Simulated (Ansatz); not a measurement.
Crystal: InAs.

```
In As
1.0
     0.00000    3.01800    3.01800
     3.01800    0.00000    3.01800
     3.01800    3.01800    0.00000
In As
1 1
Direct
  0.00643 0.99527 0.99591
  0.75925 0.74706 0.74719
```

The cell isn't the ideal one: atoms moved at random, drawn with an rms of 0.05 Å.

Below is the output of Ansatz 0.2.0 for this cell. Logs are shortened: lines on timing, memory, paths and dates and some standing lists are left out, and cuts for length are marked.

```text
Warning: RAYON_NUM_THREADS=1 ignored (pool sized by the plan → 1); use --threads N
Engine: ansatz 0.2.0, aarch64-unknown-linux-gnu
Pseudopotentials: kind: paw
Pseudopotential: In, paw, valence charge 13, recommended cutoff 420 eV (normal), In.paw.azcp
Pseudopotential: As, paw, valence charge 15, recommended cutoff 420 eV (normal), As.paw.azcp
Functional definition: PBE
  parameter kappa = 0.804
  parameter beta = 0.06672455060314922
  exchange = pbe_x(kappa = kappa, mu = beta*pi^2/3)
  correlation = pbe_c(beta = beta)
Crystal: 2 atoms, lattice volume = 54.978 Å³
Basis set: ecut = 420 eV, 1067 PW (Γ), exchange–correlation on 60×60×60 points (8 copies of the dense FFT grid, shifted against one another)
Bands: 18, of which v1, the nominal top of the filled ones, is band 14 counted from 1 (13 counted from 0)
Symmetry: 1 space group operations
Space group: P1 (ITA 1), of the structure as read, at distance tolerance 3.8e-5 Å
k-points: 260 of 512 (time reversal used)
Non-local potential: In, projectors of the file, l = 0: 2, l = 1: 2, l = 2: 2, l = 3: 2
Non-local potential: As, projectors of the file, l = 0: 2, l = 1: 2, l = 2: 3, l = 3: 1
PAW form: soft (Blöchl's): semilocal exchange-correlation on the pseudo side does not see the compensation charge
PAW one-centre angular grid: In, 590 points (default); XC on 64 Gauss nodes
PAW one-centre angular grid: As, 590 points (default); XC on 64 Gauss nodes
Initial density: superposition of atomic densities (neutral atoms: chi_scale 0, normalization atom), corrected by the library's trained network
Initial wavefunctions: pseudopotential atomic-orbital guess
Functional: x = pbe(κ = 0.804, μ = 0.2195149727645171), c = pbe(β = 0.06672455060314922)
SCF iter   1: F=—  HF=-10454.414545 eV  |F-HF|=—  |Δ(HF+E_count)|=         —  Δρ=2.35e-3  dr2=6.54e-3  ethr=1.77e-3  ⟨swp⟩=6.0  Hψ=23067  notcnv=0
preconditioner: auto → none  [insulator: Δε(μ)=0.892 eV  Ē_g=14.778 eV  σ=0.050 eV  W_gap=0.62  n_scr=14 (ndim 8)  ℏωp=21.2 eV  f_vac=0.104  D(μ)=0.06/eV (n_scr^D=0)  ε∞_Penn≈3.1]
SCF iter   2: F=—  HF=-10454.411706 eV  |F-HF|=—  |Δ(HF+E_count)|=   2.84e-3  Δρ=1.00e-3  dr2=5.74e-4  ethr=2.34e-5  ⟨swp⟩=2.0  Hψ=10125  notcnv=0
SCF iter   3: F=—  HF=-10454.411579 eV  |F-HF|=—  |Δ(HF+E_count)|=   1.26e-4  Δρ=2.91e-4  dr2=5.40e-5  ethr=2.05e-6  ⟨swp⟩=2.0  Hψ=7018  notcnv=0
SCF iter   4: F=—  HF=-10454.411614 eV  |F-HF|=—  |Δ(HF+E_count)|=   3.46e-5  Δρ=1.01e-4  dr2=5.63e-6  ethr=1.93e-7  ⟨swp⟩=2.0  Hψ=5718  notcnv=0
SCF iter   5: F=—  HF=-10454.411622 eV  |F-HF|=—  |Δ(HF+E_count)|=   7.81e-6  Δρ=3.15e-5  dr2=5.87e-7  ethr=2.01e-8  ⟨swp⟩=2.0  Hψ=8321  notcnv=0
SCF iter   6: F=-10454.411622 eV  HF=-10454.411622 eV  |F-HF|=4.27e-9  |Δ(HF+E_count)|=   1.05e-7  Δρ=5.28e-6  dr2=1.13e-8  ethr=3.57e-10  ⟨swp⟩=6.1  Hψ=22016  notcnv=0
SCF 1 converged in 6 iterations: F = -10454.411622 eV  dr2 = 1.13e-8
  greatest PAW one-centre occupation: 0.999 electrons in one spin orbital (limit 2), on the As atom at site 1 (counted from 0), in its partial waves of l = 2
SCF converged after 6 iterations
Free energy (F): -10454.411622 eV
Harris-Foulkes:  -10454.411622 eV  (|F-HF|=4.27e-9)
Internal energy: -10454.411094 eV  (E = F + TS)
E sigma→0 (E₀):  -10454.411358 eV
Entropy (-TS):   -0.000528 eV (-0.264 meV/atom)
Fermi energy:    7.975767 eV
--- Per-component energies (eV) ---
  E_band       = -309.888327
  E_kinetic    = 347.394882
  E_local      = -3267.746092  (includes V_loc(G=0)·N_el)
  E_nonlocal   = -303.267053
  E_hartree    = 1582.523964
  E_xc         = -294.806866
  E_vxc        = -178.994377  (∫ρ·V_xc dr)
  E_paw        = -5990.758054  (= ΣΔE_a)
  E_vpaw       = -72.328873  (= ΣTr[D̂ρ^β])
  E_aug_tail   = 0.000035  (compensation charges beyond the density's cutoff)
  E_ewald      = -2527.751910
  E_smearing   = -0.000528  (= −TS)
  E_closure    = -0.000000  (closes the sum)
  Σ components = -10454.411622   (vs F -10454.411622, Δ=0.00e0)
--- Forces (eV/Å), atoms counted from 1 ---
  atom   1  In     0.07817820     0.10199196     0.11388685
  atom   2  As    -0.07817958    -0.10199360    -0.11388883
  max |Σ_I F_I| component: 1.98e-6 eV/Å
--- Stress (GPa, compression-positive) ---
        4.303830       0.380211       0.339872
        0.380211       4.301739       0.258786
        0.339872       0.258786       4.300490
  P = ⅓ Tr σ = 4.3020 GPa (43.020 kbar)
--- Band table (eV; the first three rows and the last of 260) ---
  k-point 0: bands = ["-27.0547", "-27.0523", "-27.0518", "-27.0445", "-27.0445", "-6.4825", "-6.4745", "-6.4733", "-6.3485", "-6.3485", "-3.9769", "7.7515", "7.8752", "7.9400", "7.9504", "11.8217", "11.8291", "11.8783"]
  k-point 1: bands = ["-27.0547", "-27.0523", "-27.0517", "-27.0445", "-27.0444", "-6.4972", "-6.4743", "-6.4677", "-6.3487", "-6.3485", "-3.8140", "6.0501", "7.6908", "7.7583", "9.0409", "11.9903", "12.0955", "12.1621"]
  k-point 2: bands = ["-27.0546", "-27.0522", "-27.0517", "-27.0445", "-27.0444", "-6.5436", "-6.4613", "-6.4555", "-6.3476", "-6.3470", "-3.3681", "4.2288", "7.3087", "7.3825", "9.1780", "12.5084", "12.6065", "13.1054"]
  k-point 259: bands = ["-27.0548", "-27.0520", "-27.0515", "-27.0445", "-27.0444", "-6.6076", "-6.4405", "-6.4399", "-6.3410", "-6.3408", "-2.4752", "2.0762", "6.9223", "6.9357", "8.9360", "12.6233", "12.6442", "14.8097"]
```

**Question.** Write the input and the command behind it.

**Answer.** Single point with PBE, no spin polarisation. The files as run (others can give the same):

input.yaml
```yaml
crystal:
  lattice:
    - [0.0, 3.018, 3.018]
    - [3.018, 0.0, 3.018]
    - [3.018, 3.018, 0.0]
  atoms:
    - { symbol: In, position: [0.006425, -0.004728, -0.004095] }
    - { symbol: As, position: [0.759253, 0.747064, 0.747187] }
hamiltonian:
  xc: pbe
  pseudopotentials: { kind: paw }
kpoints:
  mp_grid: { grid: [8, 8, 8] }
scf:
  occupations: { method: fermi_dirac, width: 0.05 }
output:
  forces: true
  stress: true
  eigenvalues: true
```

Potentials or basis: Ansatz PAW.
Run with:
```sh
$ ansatz run input.yaml --threads 1 --pin off --max-ram 2560MiB --backend cpu --events-out ev --progress --plain --runs-dir out
```
